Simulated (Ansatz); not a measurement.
# Sn: do energies and stresses tell the same story?

The calculation used DFT r2SCAN, scalar-relativistic, plane waves, PAW in Ansatz.

Cutoff 500 eV; k points 16×16×16 on the computed 1-atom cell (Γ-centred); Gaussian smearing, width 0.10 eV; no spin polarisation.

Relaxed cell: I4/mmm, a = 3.535 Å, b = 3.535 Å, c = 4.356 Å, α = 90.00°, β = 90.00°, γ = 90.00°, 1 atom in the primitive cell. This form isn't the element's structure at ambient conditions.

Energies at zero smearing and pressures from the stress tensor, at volumes with shape and atoms relaxed:
```tsv
V (Å³/atom)	E − E(first) (meV/atom)	P (GPa)
25.580	0.00	3.58
26.397	-12.82	1.65
27.213	-16.71	-0.01
28.029	-13.01	-1.40
28.846	-2.92	-2.59
```

**Question.** Check P = −dE/dV between neighbouring volumes, and get the bulk modulus from the pressures alone.

**Answer.** With 1 eV/Å³ = 160.2 GPa:
| middle V (Å³/atom) | −ΔE/ΔV (GPa) | mean P (GPa) |
| --- | --- | --- |
| 25.988 | 2.515 | 2.615 |
| 26.805 | 0.765 | 0.817 |
| 27.621 | -0.728 | -0.706 |
| 28.438 | -1.979 | -1.993 |

The two differ by 0.10 GPa at most. The mean of two end pressures misses the average over a step by about ΔV² P″/12, up to 0.02 GPa here; with that taken off 0.08 GPa remains, from the smearing term (the stress is the derivative of the free energy), the finite cutoff, the mesh or the relaxation's tolerance. Around V = 27.213 Å³/atom, the two neighbours give B = −V ΔP/ΔV = 27.213 × 3.05 / 1.633 = 50.8 GPa, against B0 = 49.5 GPa from the Birch–Murnaghan fit of the energies.